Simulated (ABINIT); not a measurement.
Here is an ABINIT 10.8.3 (patched build) calculation.

Contents of run.abi:

```
# Pseudopotentials
pp_dirpath "./"
pseudos "C.upf"

# Structure
acell 3*1.0 Angstrom
rprim
     0.0000000000     1.7833700000     1.7833700000
     1.7833700000     0.0000000000     1.7833700000
     1.7833700000     1.7833700000     0.0000000000
ntypat 1
znucl 6
natom 2
typat 1 1
xred
     0.7500000000     0.7500000000     0.7500000000
     0.5000000000     0.5000000000     0.5000000000

# Plane-wave basis
ecut 37.0

# k points
kptopt 1
ngkpt 10 10 10
nshiftk 1
shiftk 0.0 0.0 0.0

# Exchange and correlation
ixc 11

# Bands and occupations
nband 8
occopt 3
tsmear 0.05 eV

# SCF cycle
nstep 100
tolvrs 1.0e-10

# Output
iomode 3
prtwf 0
prteig 0
prtebands 0
prtden 1
prtvha 1
prtvclmb 1
prtpot 1
prtelf 1
```

Potentials or basis: PseudoDojo NC SR PBE v0.4.1 standard.

Run with:

```bash
$ abinit run.abi > log 2>&1
```

(1) What does it give for the pressure?

(2) What does it give for the band gap on the k mesh?

## Answers

(1) 1.2 GPa.

(2) 4.23 eV, indirect (least direct gap 5.63 eV).
